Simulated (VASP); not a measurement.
Here is a VASP 6.6.1 calculation.

The input INCAR:

```
PREC = Accurate
ENCUT = 600
EDIFF = 1E-7
ISMEAR = 0
SIGMA = 0.02
LREAL = F
LASPH = T
NELM = 120
ALGO = Normal
ISIF = 3
LWAVE = F
LCHARG = F
GGA = CA
IBRION = 2
NSW = 40
EDIFFG = -0.005
```

Contents of KPOINTS:

```
regular mesh
0
Gamma
  8 8 8
```

File POSCAR:

```
MgS
1.0
    0.0000000000      2.8300000000      2.8300000000
    2.8300000000      0.0000000000      2.8300000000
    2.8300000000      2.8300000000      0.0000000000
Mg S
1 1
Direct
    0.0000000000      0.0000000000      0.0000000000
    0.2500000000      0.2500000000      0.2500000000
```

Potentials or basis: VASP PAW LDA potentials, release 64 (Mg, S).

Run with:

```sh
$ cat potpaw_LDA.64/Mg/POTCAR potpaw_LDA.64/S/POTCAR > POTCAR
$ mpirun -np 1 vasp_std > vasp.out
```

Q: What does it give for the band gap on the k mesh?

A: 3.40 eV, direct.

Q: Predict the relaxed cell.

A: a = 3.949 Å, b = 3.949 Å, c = 3.949 Å, α = 60.00°, β = 60.00°, γ = 60.00°.

Step by step:
```tsv
step	energy change (eV)	largest force (eV/Å)	pressure (GPa)	volume (Å³)
1	0.0000	0.0000	-2.33	45.33
2	-0.0129	0.0000	0.50	43.20
3	-0.0135	0.0000	0.00	43.54
```

A k mesh can miss the band edges. Expect the measured gap to be larger: semilocal functionals such as LDA lack the derivative discontinuity.
